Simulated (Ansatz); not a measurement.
The system is Gd.

```xyz
1
Lattice="0.0000 2.5858 2.5858 2.5858 0.0000 2.5858 2.5858 2.5858 0.0000" Properties=species:S:1:pos:R:3 pbc="T T T"
Gd    0.0000    0.0000    0.0000
```

This isn't the form of Gd at room conditions, which is hcp.

Base run:

```yaml
Program: Ansatz 0.2.0
Functional: PBE
Potentials_or_basis: Ansatz PAW
Cutoff: "420 eV (not typed: the program's choice for these potentials)"
k_mesh: 8 × 8 × 8
Occupations: fermi-dirac, width 0.05 eV
Spin: collinear spin, ferromagnetic start
Starting_moments: "[14.0] μB"
Fixed_moment: 14 μB
```

Its results: pressure 6.4 GPa; site moments Gd +12.68 μB.

Question: The run is repeated on the same cell with these changes: fixed moment from 14 μB to 1.8 μB; moments at the start from [14.0] to [1.8]. What comes out?

Answer: Pressure 4.1 GPa; site moments Gd +2.82 μB.

Caveats: the total moment is fixed, so each spin has its own Fermi level; the thresholds are loose for stress.
